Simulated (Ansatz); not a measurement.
Theory: DFT PBE, scalar-relativistic, plane waves, PAW in Ansatz. Settings: cutoff 420 eV, Γ-centred meshes spaced at most about 0.3 Å⁻¹, and about 0.25 Å⁻¹ or finer for metals (2π included), Gaussian smearing. No spin polarisation.

All energies are static (0 K, no zero-point motion).

Two relaxed structures of CaH₅:

1.

Space group P-6m2 (No. 187). a = 3.393 Å, b = 3.393 Å, c = 8.905 Å, α = 90.00°, β = 90.00°, γ = 120.00°
```tsv
atom	site	symmetry	x	y	z
Ca	1a	-6m2	0.0000	0.0000	0.0000
H	2i	3m.	0.6667	0.3333	0.1294
H	2g	3m.	0.0000	0.0000	0.4564
H	1f	-6m2	0.6667	0.3333	0.5000
```

2.

Space group P6/mmm (No. 191). a = 4.341 Å, b = 4.341 Å, c = 4.032 Å, α = 90.00°, β = 90.00°, γ = 120.00°
```json
{"atom": "Ca", "site": "1b", "symmetry": "6/mmm", "x": "0.0000", "y": "0.0000", "z": "0.5000"}
{"atom": "H", "site": "4h", "symmetry": "3m.", "x": "0.6667", "y": "0.3333", "z": "0.6034"}
{"atom": "H", "site": "1a", "symmetry": "6/mmm", "x": "0.0000", "y": "0.0000", "z": "0.0000"}
```

Problem. Which form is favoured at zero pressure, and by what margin per atom?

Solution. Cell 2 is lower, by 0.32 eV/atom. Cell 1 has space group P-6m2 (No. 187), 14.8 Å³/atom and no gap on its mesh; cell 2 has space group P6/mmm (No. 191), 11.0 Å³/atom and no gap. Counting H atoms around Ca (those within 1.25 times the shortest such distance or 1.15 times the sum of covalent radii), cell 1 has Ca 6 and cell 2 has Ca 2. Cell 1 holds H–H pairs as short as in free H₂ molecules (shortest 0.78 Å); cell 2 holds H–H pairs (shortest 0.83 Å). Even the lower one lies +0.08 eV/atom against the reference forms of the elements (uncorrected), a margin that errors in the energy of the gaseous reference can exceed. In cell 1, Ca has 6 H at 2.27 Å; H on a site of symmetry 3m has 3 Ca at 2.27 Å and 1 H at 2.30 Å; around H on a second site of symmetry 3m lie 1 H at 0.78 Å and 3 H at 2.00 Å; 1 more site not described. In cell 2, Ca has 2 H at 2.02 Å and 12 H at 2.54 Å; H on a site of symmetry 3m has 1 H at 0.83 Å, 3 H at 2.51 Å, 3 Ca at 2.54 Å and 3 H at 2.64 Å; H on a site of symmetry 6/mmm has 2 Ca at 2.02 Å. Both come from invented guesses.

No dispersion correction is applied, so the spacing and binding between layers, chains or molecules are poorly described (P-6m2), and this can change margins and order among such cells. With hydrogen, zero-point motion can shift such differences by 10 meV/atom or more. Cells relaxed within their symmetry can be saddle points.
